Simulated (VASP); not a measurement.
# Hf (Im-3m) in VASP: a series of runs, part 2 of 2

VASP 6.6.1. Earlier steps stand in the parts before.

## Step 4: Relaxation of cell and atoms, PBEsol, target pressure 30 GPa, at which the enthalpy is minimised

This run uses another cell than the first one, of 17.31 Å³/atom, 1.098 times its volume.

File INCAR:

```
ALGO     = Normal         # electronic algorithm
EDIFF    = 1E-7           # SCF threshold, eV
EDIFFG   = -0.002         # ionic threshold
ENCUT    = 520            # plane-wave cutoff, eV
GGA      = PS             # functional
IBRION   = 2              # ionic algorithm
ISIF     = 3              # what is computed and relaxed
ISMEAR   = 0              # smearing method
LASPH    = True           # aspherical terms in the spheres
LCHARG   = False          # write CHGCAR
LREAL    = False          # projectors in reciprocal space
LWAVE    = False          # write WAVECAR
NELM     = 80             # most SCF steps
NSW      = 80             # ionic steps
PREC     = Accurate       # precision mode
PSTRESS  = 300.0        
SIGMA    = 0.1            # smearing width, eV
```

File KPOINTS:

```
k-points
0
Gamma
  16 16 16
```

File POSCAR:

```
Hf                                      
1.0
   -1.6295545284      1.6295545284      1.6295545284
    1.6295545284     -1.6295545284      1.6295545284
    1.6295545284      1.6295545284     -1.6295545284
  Hf            
     1
Direct
     0.0000000000000000    0.0000000000000000    0.0000000000000000
```

Potentials or basis: VASP PAW PBE potentials, release 64 (Hf).

Command:

```console
$ cat potpaw_PBE.64/Hf/POTCAR > POTCAR
$ mpirun -np 1 vasp_std > vasp.out
```

OUTCAR:

```text
EDIFF = 1E-7
   EDIFFG = -0.002
   ENCUT = 520
   GGA = PS
   IBRION = 2
   ISIF = 3
   ISMEAR = 0
   LASPH = True
   LREAL = False
   NELM = 80
   NSW = 80
   PREC = Accurate
   PSTRESS = 300.0

 ion  position               nearest neighbor table
   1  0.000  0.000  0.000-

  LATTYP: Found a body centered cubic cell.
 ALAT       =     3.2591090568

  Lattice vectors:

 A1 = (  -1.6295545284,   1.6295545284,   1.6295545284)
 A2 = (   1.6295545284,  -1.6295545284,   1.6295545284)
 A3 = (   1.6295545284,   1.6295545284,  -1.6295545284)

Analysis of symmetry for initial positions (statically):
=====================================================================
 Subroutine PRICEL returns:
 Original cell was already a primitive cell.

 Routine SETGRP: Setting up the symmetry group for a
 body centered cubic supercell.

 Subroutine GETGRP returns: Found 48 space group operations
 (whereof 48 operations were pure point group operations)
 out of a pool of 48 trial point group operations.

The static configuration has the point symmetry O_h .
[... 163 lines left out ...]

 val. band max:        6.7153344222   @ k =  -0.2500   0.2500   0.1875
 cond. band min:       6.7417131679   @ k =  -0.2500   0.3125   0.0625
 fundamental gap:      0.0263787456
 Fermi energy:         6.7290600396

 k-point     1 :       0.0000    0.0000    0.0000
  band No.  band energies     occupation
      1      -1.0437      2.00000
      2       8.4508      0.00000
      3       8.4508      0.00000
      4       8.4508      0.00000
      5      12.0610      0.00000
      6      12.0610      0.00000
[... 199 lines left out ...]
 k-point    24 :       0.2500    0.1875    0.0000
  band No.  band energies     occupation
      1       3.4167      2.00000
      2       5.9545      2.00000
      3       6.8156      0.22088
      4      11.3290      0.00000
      5      13.3034      0.00000
      6      15.3348      0.00000

 [... further k-points ...]

------------------------ aborting loop because EDIFF is reached ----------------------------------------

  FORCE on cell =-STRESS in cart. coord.  units (eV):
  Direction    XX          YY          ZZ          XY          YZ          ZX
  --------------------------------------------------------------------------------------
  -------------------------------------------------------------------------------------
  Total        3.2399129      3.2399129      3.2399129      0.0000000      0.0000000      0.0000000
  in kB      299.9005274    299.9005274    299.9005274      0.0000000      0.0000000      0.0000000
  external PRESSURE =      -0.0994726 kB  Pullay stress =     300.0000000 kB

 VOLUME and BASIS-vectors are now :
 -----------------------------------------------------------------------------
  energy-cutoff  :      520.00
  volume of cell :       17.31
      direct lattice vectors                 reciprocal lattice vectors
    -1.629554528  1.629554528  1.629554528     0.000000000  0.306832322  0.306832322
     1.629554528 -1.629554528  1.629554528     0.306832322  0.000000000  0.306832322
     1.629554528  1.629554528 -1.629554528     0.306832322  0.306832322  0.000000000

 POSITION                                       TOTAL-FORCE (eV/Angst)
 -----------------------------------------------------------------------------------
      0.00000      0.00000      0.00000         0.000000     -0.000000      0.000000
 -----------------------------------------------------------------------------------
    total drift:                               -0.000000      0.000000      0.000000

  FREE ENERGIE OF THE ION-ELECTRON SYSTEM (eV)
  ---------------------------------------------------
  free  energy   TOTEN  =       -10.0631884183 eV

  energy  without entropy=      -10.0563250181  energy(sigma->0) =      -10.05975672

  enthalpy is  TOTEN    =        -6.8222009180 eV   P V=        3.2409875003

 reached required accuracy - stopping structural energy minimisation
```

CONTCAR:

```text
Hf
   1.00000000000000
    -1.6295545283999999    1.6295545283999999    1.6295545283999999
     1.6295545283999999   -1.6295545283999999    1.6295545283999999
     1.6295545283999999    1.6295545283999999   -1.6295545283999999
  Hf
     1
Direct
     0.0000000000000000    0.0000000000000000    0.0000000000000000

  0.00000000E+00  0.00000000E+00  0.00000000E+00
```

Run time: 5.2 s. Hardware: 1 thread of Intel Xeon 6975P-C (Granite Rapids), shared host; peak memory 0.15 GiB.

Results:

```yaml
Free_energy: -10.0632 eV
Pressure_after_relaxing: 30.0 GPa
Band_gap_on_the_k_mesh: none (metal or under the smearing width)
```

Final structure:
```yaml
crystal:
  lattice:
    - [-1.62955, 1.62955, 1.62955]
    - [1.62955, -1.62955, 1.62955]
    - [1.62955, 1.62955, -1.62955]
  atoms:
    - { symbol: Hf, position: [0.00000, 0.00000, 0.00000] }
```

Levels at points of the mesh, in eV from the Fermi level:
| k point | band 1 | band 2 | band 3 | band 4 | band 5 |
| --- | --- | --- | --- | --- | --- |
| (0.00, 0.00, 0.00) | -7.77 | 1.72 | 1.72 | 1.72 | 5.33 |
| (0.50, 0.00, 0.00) | -4.27 | -1.04 | 2.47 | 5.37 | 6.67 |
| (0.50, 0.50, 0.50) | -3.87 | -3.87 | 9.04 | 9.04 | 9.04 |

Caveat: the relaxation stopped at its first step, so nothing moved; the cell is relaxed towards a set pressure, so the enthalpy falls and the energy may rise; the PAW data sets were made with another functional, which shifts forces and pressure a little. Spin-orbit coupling is left out, which matters for the levels of Hf.

## Step 5: Relaxation of cell and atoms, PBEsol, target pressure 75 GPa, at which the enthalpy is minimised

INCAR: that of step 4 with these lines changed.

```diff
@@ -15,3 +15,3 @@
 PREC     = Accurate       # precision mode
-PSTRESS  = 300.0        
+PSTRESS  = 750.0        
 SIGMA    = 0.1            # smearing width, eV
```

KPOINTS is that of step 4.

File POSCAR:

```
Hf                                      
1.0
   -1.5797672045      1.5797672045      1.5797672045
    1.5797672045     -1.5797672045      1.5797672045
    1.5797672045      1.5797672045     -1.5797672045
  Hf            
     1
Direct
     0.0000000000000000    0.0000000000000000    0.0000000000000000
```

Command:

```console
$ cat potpaw_PBE.64/Hf/POTCAR > POTCAR
$ mpirun -np 1 vasp_std > vasp.out
```

Run time: 17 s. Hardware: 1 thread of Intel Xeon 6975P-C (Granite Rapids), shared host; peak memory 0.15 GiB.

The run converged. Its results:

| Quantity | Value |
| --- | --- |
| Free energy | -9.1342 eV |
| Relaxed volume | 14.34 Å³/atom |
| Relaxed cell | a = 2.651 Å, b = 2.651 Å, c = 2.651 Å, α = 109.47°, β = 109.47°, γ = 109.47° |
| Space group after relaxing (to 0.05 Å) | Im-3m (No. 229) |
| Energy change on relaxing (the enthalpy is what falls) | +550.2 meV/atom |
| Ionic steps | 7 |
| Pressure after relaxing | 75.0 GPa |
| Band gap on the k mesh | none (metal or under the smearing width) |

The path:
```tsv
step	energy change (eV)	largest force (eV/Å)	pressure (GPa)	volume (Å³)
1	0.0000	0.0000	50.00	15.77
2	3.3714	0.0000	195.24	10.79
3	0.4558	0.0000	70.67	14.55
4	0.5422	0.0000	74.64	14.36
5	0.5549	0.0000	75.23	14.33
6	0.5381	0.0000	74.45	14.37
7	0.5502	0.0000	75.01	14.34
```

Final structure:
```
Hf
1.0
    -1.53064    1.53064    1.53064
     1.53064   -1.53064    1.53064
     1.53064    1.53064   -1.53064
Hf
1
Direct
  0.00000 0.00000 0.00000
```

Levels at points of the mesh, in eV from the Fermi level:
| k point | band 1 | band 2 | band 3 | band 4 | band 5 |
| --- | --- | --- | --- | --- | --- |
| (0.00, 0.00, 0.00) | -8.19 | 1.66 | 1.66 | 1.66 | 5.94 |
| (0.50, 0.00, 0.00) | -5.21 | -1.77 | 4.05 | 6.28 | 7.80 |
| (0.50, 0.50, 0.50) | -5.28 | -5.28 | 10.84 | 10.84 | 10.84 |

Caveat: the cell is relaxed towards a set pressure, so the enthalpy falls and the energy may rise; the PAW data sets were made with another functional, which shifts forces and pressure a little.

## Step 6: Relaxation of cell and atoms, PBEsol, target pressure 75 GPa, at which the enthalpy is minimised

This run uses another cell than the first one, of 14.34 Å³/atom, 0.910 times its volume.

INCAR is that of step 5.

KPOINTS is that of step 5.

File POSCAR:

```
Hf                                      
1.0
   -1.5306384476      1.5306384476      1.5306384476
    1.5306384476     -1.5306384476      1.5306384476
    1.5306384476      1.5306384476     -1.5306384476
  Hf            
     1
Direct
     0.0000000000000000    0.0000000000000000    0.0000000000000000
```

Potentials or basis: VASP PAW PBE potentials, release 64 (Hf).

Command:

```console
$ cat potpaw_PBE.64/Hf/POTCAR > POTCAR
$ mpirun -np 1 vasp_std > vasp.out
```

Run time: 4.7 s. Hardware: 1 thread of Intel Xeon 6975P-C (Granite Rapids), shared host; peak memory 0.14 GiB.

The run converged. Its results:

* Free energy: -9.1339 eV
* Pressure after relaxing: 75.0 GPa
* Band gap on the k mesh: none (metal or under the smearing width)

Final structure:
```xyz
1
Lattice="-1.5306 1.5306 1.5306 1.5306 -1.5306 1.5306 1.5306 1.5306 -1.5306" Properties=species:S:1:pos:R:3 pbc="T T T"
Hf    0.0000    0.0000    0.0000
```

Levels at points of the mesh, in eV from the Fermi level:
| k point | band 1 | band 2 | band 3 | band 4 | band 5 | band 6 |
| --- | --- | --- | --- | --- | --- | --- |
| (0.00, 0.00, 0.00) | -8.19 | 1.66 | 1.66 | 1.66 | 5.94 | 5.94 |
| (0.50, 0.00, 0.00) | -5.21 | -1.77 | 4.05 | 6.28 | 7.80 | 12.54 |
| (0.50, 0.50, 0.50) | -5.28 | -5.28 | 10.84 | 10.84 | 10.84 | 11.87 |

Caveat: the relaxation stopped at its first step, so nothing moved; the cell is relaxed towards a set pressure, so the enthalpy falls and the energy may rise; the PAW data sets were made with another functional, which shifts forces and pressure a little.

## Step 7: The runs side by side

| cell | target pressure | gap on the mesh (eV) | pressure (GPa) |
| --- | --- | --- | --- |
| relaxed to 50 GPa | 50 GPa | none | 50.0 |
| relaxed to 30 GPa | 30 GPa | none | 30.0 |
| relaxed to 75 GPa | 75 GPa | none | 75.0 |

Alike in all rows: task relaxation of cell and atoms; level PBEsol; potentials or basis VASP PAW PBE potentials, release 64 (Hf); no spin polarisation; k mesh 16 × 16 × 16; cutoff (eV) 520; smearing gaussian 0.1 eV.

Caveats: the relaxation stopped at its first step, so nothing moved; the cell is relaxed towards a set pressure, so the enthalpy falls and the energy may rise; the PAW data sets were made with another functional, which shifts forces and pressure a little.

Absolute energies hang on the potentials; compare differences alone.
